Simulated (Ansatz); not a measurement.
input.yaml

```yaml
crystal:
  lattice:
    - [0.0, 2.18472934, 2.18472934]
    - [2.18472934, 0.0, 2.18472934]
    - [2.18472934, 2.18472934, 0.0]
  atoms:
    - { symbol: B, position: [0.0, 0.0, 0.0] }
    - { symbol: P, position: [0.75, 0.75, 0.75] }
basis:
  ecutwfc: 420
kpoints:
  mp_grid: { grid: [10, 10, 10] }
hamiltonian:
  xc: lda
scf:
  occupations: { method: gaussian, width: 0.02 }
output:
  forces: true
  stress: true
  eigenvalues: true
```

Command:
```bash
ansatz run input.yaml --threads 1 --pin off --max-ram 1331MiB --backend cpu --events-out ev --progress --plain --runs-dir out
```

Theory: DFT LDA, scalar-relativistic, plane waves, PAW in Ansatz.

Part of what the program printed, abridged (final results; tables in files aren't shown):

```
SCF 1 converged in 6 iterations: F = -876.550262 eV  dr2 = 9.00e-9
SCF converged after 6 iterations
Free energy (F): -876.550262 eV
Harris-Foulkes:  -876.550262 eV  (|F-HF|=6.93e-9)
Internal energy: -876.550262 eV  (E = F + TS)
E sigma→0 (E₀):  -876.550262 eV
Fermi energy:    11.185136 eV
--- Per-component energies (eV) ---
  E_band       = 30.017094
  E_kinetic    = 128.041038
  E_local      = -62.212228  (includes V_loc(G=0)·N_el)
  E_nonlocal   = 47.808651
  E_hartree    = 15.634636
  E_xc         = -96.424306
  E_vxc        = -103.124558  (∫ρ·V_xc dr)
  E_paw        = -613.057574  (= ΣΔE_a)
  E_vpaw       = -11.764938  (= ΣTr[D̂ρ^β])
  E_aug_tail   = -0.000001  (compensation charges beyond the density's cutoff)
  E_ewald      = -296.503664
  E_core_change = 0.163186  (= ΣΔE_core)
  E_smearing   =  0.000000  (= −TS)
--- Forces (eV/Å), atoms counted from 1 ---
  atom   1  B      0.00000000     0.00000000     0.00000000
  atom   2  P      0.00000000     0.00000000     0.00000000
--- Stress (GPa, compression-positive) ---
       16.775633       0.000000       0.000000
        0.000000      16.775633       0.000000
        0.000000       0.000000      16.775633
  P = ⅓ Tr σ = 16.7756 GPa (167.756 kbar)
--- Band table (eV; the first three rows and the last of 47) ---
  k-point 0: bands = ["-5.7702", "10.6588", "10.6588", "10.6588", "14.2391", "14.2391", "14.2391", "19.7967"]
  k-point 1: bands = ["-5.5732", "9.2858", "10.3386", "10.3386", "14.6828", "14.6828", "14.7663", "20.1718"]
  k-point 2: bands = ["-4.9884", "6.7851", "9.7379", "9.7379", "15.1521", "15.4326", "15.4326", "20.8938"]
  k-point 46: bands = ["0.0070", "2.1648", "4.4889", "4.6339", "15.2017", "16.2693", "19.5132", "19.9556"]
```

The calculation finished and met its thresholds.